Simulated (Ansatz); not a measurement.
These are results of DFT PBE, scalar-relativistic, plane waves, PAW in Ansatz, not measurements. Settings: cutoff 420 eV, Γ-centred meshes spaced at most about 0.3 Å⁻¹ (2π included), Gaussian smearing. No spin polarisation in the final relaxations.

Temperature and zero-point effects are left out. All come from trial cells, and lower structures may exist.

Question: Which of these relaxed structures of CaO is the lowest in energy?
A.

```
Ca O
1.0
     0.00000    2.41562    2.41562
     2.41562    0.00000    2.41562
     2.41562    2.41562    0.00000
Ca O
1 1
Cartesian
  0.0000 0.0000 0.0000
  2.4156 2.4156 2.4156
```

B.

```
Ca O
1.0
    -3.96940    3.96940    2.38565
     3.96940   -3.96940    2.38565
     3.96940    3.96940   -2.38565
Ca O
4 4
Direct
  0.64773 0.14773 0.79547
  0.35227 0.85227 0.20453
  0.85227 0.64773 0.50000
  0.14773 0.35227 0.50000
  0.35339 0.14661 0.50000
  0.64661 0.85339 0.50000
  0.14661 0.64661 0.79322
  0.85339 0.35339 0.20678
```

C.

```
Ca O
1.0
     3.83471    0.00000    0.00000
    -1.91735    3.32095    0.00000
     0.00000    0.00000    8.14670
Ca O
3 3
Cartesian
  -0.9780 2.7786 5.4311
  0.0000 1.0847 2.7156
  0.9780 2.7786 0.0000
  2.8897 0.5456 5.4311
  1.9174 2.2298 2.7156
  0.9450 0.5456 0.0000
```

Answer: A. It has the rock salt type, space group Fm-3m (No. 225); the next, B, with space group I4/mcm (No. 140), lies 120 meV/atom higher. Counting O atoms around Ca (those within 1.25 times the shortest such distance or 1.15 times the sum of covalent radii), the lowest has Ca 6 and the next has Ca 5.

With atoms moved at random, Fm-3m came back. Other cells relaxed within their symmetry can be saddle points. The part of the Crystallography Open Database at hand lists CaO in space group No. 225; sharing a group (Fm-3m) doesn't make a cell the listed structure. Some types were kept out of the candidates beforehand, so the set may lack a known form.
